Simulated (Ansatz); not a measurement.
# A point defect in ZnS: H interstitial

What does a H interstitial cost in ZnS, and how do its neighbours move? It is set in a cell of 32 host atoms, in the charges +1, 0, -1.

Method: DFT PBE, scalar-relativistic, plane waves, PAW, in Ansatz 0.2.0.

1 further run of the same task is left out (set aside as unsound or not needed).

### 1 Starting point

The structure is hexagonal, space group P6_3mc (No. 186). The conventional cell has a = 3.846 Å, b = 3.846 Å, c = 12.589 Å, α = 90.00°, β = 90.00°, γ = 120.00°. Zn (site symmetry 3m) is surrounded by 4 S at 2.36 Å. S (site symmetry 3m) is surrounded by 4 Zn at 2.36 Å.

Structure file:

```cif
data_structure
_symmetry_space_group_name_H-M 'P6_3mc'
_symmetry_Int_Tables_number 186
_cell_length_a 3.8462
_cell_length_b 3.8462
_cell_length_c 12.5887
_cell_angle_alpha 90.000
_cell_angle_beta 90.000
_cell_angle_gamma 120.000
_cell_volume 161.27
loop_
_atom_site_label
_atom_site_type_symbol
_atom_site_symmetry_multiplicity
_atom_site_Wyckoff_symbol
_atom_site_fract_x
_atom_site_fract_y
_atom_site_fract_z
_atom_site_occupancy
Zn1 Zn 2 b 0.66667 0.33333 0.75004 1
Zn2 Zn 2 a 0.00000 0.00000 0.50009 1
S1 S 2 b 0.66667 0.33333 0.93761 1
S2 S 2 a 0.00000 0.00000 0.68726 1
```

It goes back to an entry of the Materials Project.

It is the result of an earlier relaxation at this level (volume 20.16 Å³/atom; gap on the mesh: 2.05 eV).

The host's static dielectric tensor, from an earlier linear-response run, has a mean of 9.29.

The perfect supercell (rows 0 -2 0; -2 0 0; 0 0 -1 in vectors of this cell) was computed beforehand with the same settings: E(σ→0) = -67563.3432 eV for 32 atoms, gap 2.04 eV on its own mesh.

### 2 The defect cell

The extra atom is put at (0.688, 0.875, 0.385) of the supercell, the middle of a void of radius 2.26 Å. The other atoms start on their ideal sites. Its neighbours are 1 S at 2.25 Å, 2 S at 2.28 Å, 2 Zn at 2.55 Å, 1 Zn at 2.58 Å, 1 S at 2.66 Å.

### 3 Charge state 0

input.yaml

```yaml
crystal:
  lattice:
    - [3.8461551846, -6.6617361936, 0.0]
    - [-7.6923103692, 1.0e-10, 0.0]
    - [0.0, 0.0, -12.5886853746]
  atoms:
    - { symbol: Zn, position: [0.3333333333, 0.1666666667, 0.2499616462] }
    - { symbol: Zn, position: [0.8333333333, 0.1666666667, 0.2499616462], spin: 0.125 }
    - { symbol: Zn, position: [0.3333333333, 0.6666666667, 0.2499616462] }
    - { symbol: Zn, position: [0.8333333333, 0.6666666667, 0.2499616462] }
    - { symbol: Zn, position: [0.1666666667, 0.3333333333, 0.7499616462] }
    - { symbol: Zn, position: [0.6666666667, 0.3333333333, 0.7499616462] }
    - { symbol: Zn, position: [0.1666666667, 0.8333333333, 0.7499616462] }
    - { symbol: Zn, position: [0.6666666667, 0.8333333333, 0.7499616462] }
    - { symbol: Zn, position: [0.5, 0.0, 0.4999144921], spin: 0.125 }
    - { symbol: Zn, position: [1.0, 0.0, 0.4999144921], spin: 0.125 }
    - { symbol: Zn, position: [0.5, 0.5, 0.4999144921] }
    - { symbol: Zn, position: [1.0, 0.5, 0.4999144921] }
    - { symbol: Zn, position: [0.0, 0.5, 0.9999144921] }
    - { symbol: Zn, position: [0.5, 0.5, 0.9999144921] }
    - { symbol: Zn, position: [0.0, 1.0, 0.9999144921] }
    - { symbol: Zn, position: [0.5, 1.0, 0.9999144921] }
    - { symbol: S, position: [0.3333333333, 0.1666666667, 0.062388507] }
    - { symbol: S, position: [0.8333333333, 0.1666666667, 0.062388507] }
    - { symbol: S, position: [0.3333333333, 0.6666666667, 0.062388507] }
    - { symbol: S, position: [0.8333333333, 0.6666666667, 0.062388507] }
    - { symbol: S, position: [0.1666666667, 0.3333333333, 0.562388507] }
    - { symbol: S, position: [0.6666666667, 0.3333333333, 0.562388507] }
    - { symbol: S, position: [0.1666666667, 0.8333333333, 0.562388507] }
    - { symbol: S, position: [0.6666666667, 0.8333333333, 0.562388507], spin: 0.125 }
    - { symbol: S, position: [0.5, 0.0, 0.3127363548], spin: 0.125 }
    - { symbol: S, position: [1.0, 0.0, 0.3127363548], spin: 0.125 }
    - { symbol: S, position: [0.5, 0.5, 0.3127363548], spin: 0.125 }
    - { symbol: S, position: [1.0, 0.5, 0.3127363548] }
    - { symbol: S, position: [0.0, 0.5, 0.8127363548] }
    - { symbol: S, position: [0.5, 0.5, 0.8127363548] }
    - { symbol: S, position: [0.0, 1.0, 0.8127363548] }
    - { symbol: S, position: [0.5, 1.0, 0.8127363548] }
    - { symbol: H, position: [0.6875, 0.875, 0.3846153846], spin: 0.125 }
  host:
    lattice:
      - [3.8461551846, 0.0, 0.0]
      - [-1.9230775923, 3.3308680968, 0.0]
      - [0.0, 0.0, 12.5886853746]
    atoms:
      - { symbol: Zn, position: [0.6666666667, 0.3333333333, 0.7500383538] }
      - { symbol: Zn, position: [0.3333333333, 0.6666666667, 0.2500383538] }
      - { symbol: Zn, position: [0.0, 0.0, 0.5000855079] }
      - { symbol: Zn, position: [0.0, 0.0, 8.55079e-05] }
      - { symbol: S, position: [0.6666666667, 0.3333333333, 0.937611493] }
      - { symbol: S, position: [0.3333333333, 0.6666666667, 0.437611493] }
      - { symbol: S, position: [0.0, 0.0, 0.6872636452] }
      - { symbol: S, position: [0.0, 0.0, 0.1872636452] }
basis:
  ecutwfc: 420
  xc_grid: 2
kpoints:
  mp_grid: { grid: [2, 2, 2], shift: [0.0, 0.0, 0.0] }
hamiltonian:
  xc: pbe
scf:
  occupations: { method: gaussian, width: 0.01 }
output:
  forces: true
  stress: false
  eigenvalues: true
  populations: true
  charged_corrections:
    defect_position: [0.6875, 0.875, 0.38461538]
    epsilon: [[9.189, 0.0, 0.0], [0.0, 9.189, 0.0], [0.0, 0.0, 9.4861]]
magnetization:
  spin_polarized: true
relax:
  adjacent_minimum: "off"
  f_tol: 0.025
  max_steps: 45
```

The run is started by

```console
> ansatz run input.yaml --threads 4 --pin off --max-ram 10240MiB --backend cpu --events-out ev --progress --plain --runs-dir out
```

Further runs follow: relaxing the defect, charge +1; charge state -1.

What does the calculation give? Wanted: formation energy, neutral; moment, neutral; nearest atoms after relaxation, one image of each, neutral.

As calculated:

```
                                                  quantity                                                                                         value
                                 formation energy, neutral                                                                                       2.56 eV
                                           moment, neutral                                                                                       1.00 μB
nearest atoms after relaxation, one image of each, neutral  1 S at 2.33 Å, 3 S at 2.40 Å, 2 Zn at 2.68 Å, 1 Zn at 2.69 Å, 1 Zn at 2.76 Å, 2 Zn at 2.77 Å
                        level (+1/0) above the valence top                                                                     2.13 eV (outside the gap)
                        level (0/-1) above the valence top                                                                                       0.85 eV
```

What this shows: The neutral defect costs 2.56 eV against the elements. The neutral defect changes the cell's moment by 1.00 μB. Among the charges computed the stable one is +1 at the valence top, changing to -1 at 1.49 eV, in a gap of 2.05 eV. The levels on either side of charge 0 are inverted, so that state is never the lowest (negative U). The alignment term, up to 0.11 eV here, is marked as doubtful by the program in a cell of this size. Levels are placed in the host's Kohn-Sham gap, which is usually too small at this level and squeezes them. A cell of 32 sites leaves finite-size errors of tenths of an eV, or more where the defect fills or empties host bands. A distortion of lower symmetry was not tried.
